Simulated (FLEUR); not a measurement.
The system is Co.

```
Co
1.0
     2.47200    0.00000    0.00000
    -1.23600    2.14081    0.00000
     0.00000    0.00000    4.02114
Co
2
Direct
  0.66667 0.33333 0.75000
  0.33333 0.66667 0.25000
```

* Program: FLEUR MaX-R8.1 (later development tree)
* Task: single point
* Functional: PBEsol
* Potentials or basis: all-electron
* Basis: FLAPW
* Kmax: 4.69 1/bohr
* k mesh: 12 × 12 × 7
* Occupations: fermi-dirac, width 0.05 eV
* Spin: collinear spin, ferromagnetic start
* Starting moments: [2.0, 2.0] μB
* Gmax: 14.5 1/bohr
* Muffin-tin radii: Co 2.09 bohr
* lmax: Co 9
* lnonsphr: Co 9
* Local orbitals a species: Co 5
* Max iterations: 60
* Mixing factor: 0.05
* Mixer: Anderson

On this cell: largest force under 0.003 eV/Å; net moment 3.20 μB per cell; site moments Co +1.67 μB; band gap on the k mesh none (metal or under the smearing width).

The same run follows on a disturbed copy (atoms moved at random, drawn with an rms of 0.05 Å):

```xyz
2
Lattice="2.4720 0.0000 0.0000 -1.2360 2.1408 0.0000 0.0000 0.0000 4.0211" Properties=species:S:1:pos:R:3 pbc="T T T"
Co    1.2570    0.6694    2.9866
Co    0.0418    1.3977    0.9655
```

What does the disturbed cell give?

The energy (extrapolated to zero smearing) moves by +0.6 meV/atom; largest force 0.091 eV/Å; net moment 3.20 μB per cell; site moments Co +1.67 μB; band gap on the k mesh none (metal or under the smearing width).

Forces in eV/Å, atoms in the order of the input:
```
Co   0.053  0.038 -0.064
Co  -0.053 -0.038  0.064
```
